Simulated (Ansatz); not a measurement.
# Molecular dynamics of Si

Input file:

```yaml
crystal:
  lattice:
    - [0.0, 5.688954, 5.688954]
    - [5.688954, 0.0, 5.688954]
    - [5.688954, 5.688954, 0.0]
  atoms:
    - { symbol: Si, position: [0.01238971, 0.01605167, 0.03688596] }
    - { symbol: Si, position: [0.21138706, 0.20095374, -0.00742145] }
    - { symbol: Si, position: [-0.0413013, 0.08956479, 0.3910911] }
    - { symbol: Si, position: [0.14120775, 0.19094521, 0.49807654] }
    - { symbol: Si, position: [-0.07678376, 0.5738326, 0.0214255] }
    - { symbol: Si, position: [0.10112894, 0.66271745, 0.14336058] }
    - { symbol: Si, position: [0.00962348, 0.54164609, 0.48783708] }
    - { symbol: Si, position: [0.11613541, 0.69738799, 0.57736634] }
    - { symbol: Si, position: [0.57697858, -0.00905759, -0.00793269] }
    - { symbol: Si, position: [0.68120592, 0.05789659, 0.18619944] }
    - { symbol: Si, position: [0.51039048, -0.05335865, 0.611002] }
    - { symbol: Si, position: [0.52311842, 0.37748052, 0.40069324] }
    - { symbol: Si, position: [0.47290778, 0.48043079, 0.01067767] }
    - { symbol: Si, position: [0.49780349, 0.68452213, 0.14588793] }
    - { symbol: Si, position: [0.45417942, 0.70683649, 0.4496989] }
    - { symbol: Si, position: [0.6716435, 0.57702719, 0.66048973] }
basis:
  ecutwfc: 420.0
kpoints:
  mp_grid: { grid: [2, 2, 2] }
hamiltonian:
  xc: pbe
  dispersion: d3bj
scf:
  occupations: { method: fermi_dirac, width: 0.3 }
  lower_state_search: "off"
md:
  timestep: 2
  n_steps: 100
  ensemble: npt_langevin
  temperature: 2450.0
  initial_velocities: maxwell_boltzmann
  seed: 531050
  friction: 0.02
  pressure: 5.0
  fix_cell: [shape]
```

Launched with:

```bash
$ ansatz run input.yaml --threads 1 --pin off --max-ram 3072MiB --backend cpu --events-out ev --progress --plain --runs-dir out
```

It goes on from the last frame of an earlier run, with new velocities.

Output, in part (warnings, step lines):

```
WARN: dispersion: an atom stands within reach of a switch of its C6 between two reference coordination numbers of its element: through that C6 alone, e_disp changes by 0.025 eV or more while the distances to its neighbours run over a stretch of 0.05 Å that contains this geometry (sites counted from …
md step     0: t =     0.00 fs  T =  2296.9 K  F+E_penalty+E_count = -10167.29254117 eV  E_kin = 4.750305 eV  conserved = -10152.29794548 eV  P_inst = -5.2764 GPa  V = 368.2369 Å³  selection 1  (9 SCF iters)
[... lines left out ...]
```

The steps, from the saved trajectory:

| time (fs) | T (K) | potential energy less start (eV) | conserved less start (meV/atom) | P (GPa) | volume (Å³) |
| --- | --- | --- | --- | --- | --- |
| 0.0 | 2297 | 0.000 | 0.00 | -5.3 | 368.2 |
| 6.0 | 2293 | -0.019 | -0.17 | -5.3 | 368.4 |
| 12.0 | 2591 | 0.122 | -0.15 | -4.3 | 367.2 |
| 18.0 | 2514 | 0.517 | -0.23 | -3.2 | 367.0 |
| 24.0 | 2609 | 0.495 | -0.18 | -3.3 | 367.2 |
| 30.0 | 2745 | 0.226 | -0.24 | -3.8 | 367.6 |
| 36.0 | 2684 | 0.275 | -0.24 | -4.3 | 367.5 |
| 42.0 | 2867 | 0.156 | -0.23 | -3.9 | 367.1 |
| 48.0 | 3416 | -0.223 | -0.81 | -3.1 | 366.3 |
| 54.0 | 3435 | 0.107 | -0.52 | -2.4 | 365.4 |
| 60.0 | 3689 | 0.522 | -0.12 | -1.9 | 364.8 |
| 66.0 | 3569 | 0.554 | -0.25 | -1.8 | 363.5 |
| 72.0 | 3527 | 0.417 | -0.29 | -1.9 | 361.9 |
| 78.0 | 2999 | 0.343 | -0.08 | -2.3 | 360.1 |
| 84.0 | 3529 | 0.054 | -0.14 | -2.6 | 358.3 |
| 90.0 | 3509 | -0.184 | -0.31 | -3.7 | 357.2 |
| 96.0 | 3097 | -0.127 | -0.22 | -4.4 | 356.7 |
| 102.0 | 3037 | 0.205 | -0.07 | -4.9 | 355.7 |
| 108.0 | 3071 | 0.620 | -0.07 | -4.6 | 353.8 |
| 114.0 | 2479 | 1.038 | 0.04 | -3.5 | 351.1 |
| 120.0 | 2094 | 1.332 | 0.12 | -2.1 | 348.6 |
| 126.0 | 1978 | 1.207 | -0.09 | -1.8 | 346.3 |
| 132.0 | 2069 | 0.878 | 0.01 | -1.7 | 343.9 |
| 138.0 | 2504 | 0.802 | -0.15 | -1.5 | 341.8 |
| 144.0 | 1777 | 1.066 | 0.01 | -0.6 | 339.1 |
| 150.0 | 2102 | 1.035 | 0.21 | 0.7 | 335.6 |
| 156.0 | 2232 | 0.172 | -0.20 | -1.1 | 331.2 |
| 162.0 | 2625 | -0.498 | -0.52 | -2.8 | 326.5 |
| 168.0 | 2957 | -0.384 | -0.58 | -2.1 | 321.4 |
| 174.0 | 2162 | 0.373 | 0.07 | -0.4 | 316.0 |
| 180.0 | 1614 | 0.574 | 0.49 | 0.9 | 310.2 |
| 186.0 | 2441 | -0.701 | -0.46 | 1.1 | 304.6 |
| 192.0 | 2794 | -1.374 | -0.26 | 1.4 | 299.2 |
| 198.0 | 3091 | -1.319 | 0.04 | 1.7 | 294.6 |

The run went to its last step. The conserved energy stayed within 0.81 meV per atom of its start (net change 0.11 meV per atom), so the integration is sound. A run of 0.2 ps of so small a system gives no equilibrium averages. Limits of this set-up: coarse k mesh. The cell's volume went from 368 to 293 Å³.

Mean squared displacements from the first frame to the last, about the centre of mass, the cell's change included: Si 2.21 Å².

Last frame:

```xyz
16
Lattice="0.0000 5.2719 5.2719 5.2719 0.0000 5.2719 5.2719 5.2719 0.0000" Properties=species:S:1:pos:R:3
Si 0.209 0.106 0.351
Si 0.635 0.749 3.241
Si 2.497 2.032 1.430
Si 3.476 3.955 0.648
Si 2.504 -1.789 2.652
Si 3.472 0.789 3.571
Si 4.980 2.327 1.820
Si 6.067 1.914 3.860
Si 0.097 3.355 1.853
Si 1.042 4.031 3.980
Si 3.043 6.004 3.581
Si 4.421 7.974 4.424
Si 1.716 2.107 5.334
Si 3.491 3.936 4.668
Si 6.316 4.274 4.994
Si 6.583 5.424 6.814
```

The run took 12 min on 1 thread of Arm Neoverse V1, on a shared host, peak memory 0.72 GiB.
